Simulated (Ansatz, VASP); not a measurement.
**SiC2 in VASP and in Ansatz**

Contents of INCAR:

```
  ALGO = Normal
  EDIFF = 1E-6
  EDIFFG = -0.01
  ENCUT = 600
  GGA = PE
  IBRION = 2
  ISIF = 3
  ISMEAR = 0
  LASPH = True
  LCHARG = False
  LREAL = False
  LWAVE = False
  NELM = 100
  NSW = 100
  PREC = Accurate
  SIGMA = 0.02
```

File KPOINTS:

```
k-points
0
Gamma
  12 12 4
```

Contents of POSCAR:

```
SiC2
1.0
    2.9496766788      0.0000000000      0.0000000000
   -1.4748383394      2.5544949368      0.0000000000
    0.0000000000      0.0000000000      7.2627850648
Si C
2 4
Direct
    0.3333333333      0.6666666667      0.2961550592
    0.6666666667      0.3333333333      0.7038449408
    0.0000000000      0.0000000000      0.6103377985
    0.6666666667      0.3333333333      0.9652317199
    0.0000000000      0.0000000000      0.3896622015
    0.3333333333      0.6666666667      0.0347682801
```

Input for Ansatz:

```yaml
crystal:
  lattice:
    - [2.9496766788, 0.0, 0.0]
    - [-1.4748383394, 2.5544949368, 0.0]
    - [0.0, 0.0, 7.2627850648]
  atoms:
    - { symbol: Si, position: [0.3333333333, 0.6666666667, 0.2961550592] }
    - { symbol: Si, position: [0.6666666667, 0.3333333333, 0.7038449408] }
    - { symbol: C, position: [0.0, 0.0, 0.6103377985] }
    - { symbol: C, position: [0.6666666667, 0.3333333333, 0.9652317199] }
    - { symbol: C, position: [0.0, 0.0, 0.3896622015] }
    - { symbol: C, position: [0.3333333333, 0.6666666667, 0.0347682801] }
basis:
  ecutwfc: 420
kpoints:
  mp_grid: { grid: [12, 12, 4] }
hamiltonian:
  xc: pbe
scf:
  occupations: { method: gaussian, width: 0.02 }
output:
  forces: true
  stress: true
  eigenvalues: true
relax:
  adjacent_minimum: "off"
  f_tol: 0.01
  max_steps: 80
  cell: { stress_tol: 0.05 }
```

Alike in both runs: task relaxation of cell and atoms; functional PBE; k mesh 12 × 12 × 4; occupations gaussian, width 0.02 eV; no spin polarisation.

|  | VASP | Ansatz |
| --- | --- | --- |
| version | VASP 6.6.1 | Ansatz 0.2.0 |
| potentials or method | VASP PAW PBE potentials, release 64 (Si, C) | scalar-relativistic, plane waves, PAW |
| plane-wave cutoff (eV) | 600 | 420 |
| valence electrons in the cell | 24 | 24 |

```tsv
	VASP	Ansatz	Ansatz less VASP
gap on the k mesh at the Fermi level, each at its own relaxed structure (eV)	1.48	1.47	-0.007
relaxed volume (Å³/atom)	9.10	9.11	+0.008
relaxed cell length with the largest relative difference (Å)	7.260	7.263	+0.0030
```

A k mesh can miss the band edges. A hybrid or GW would open this gap; PBE tends to underestimate it.
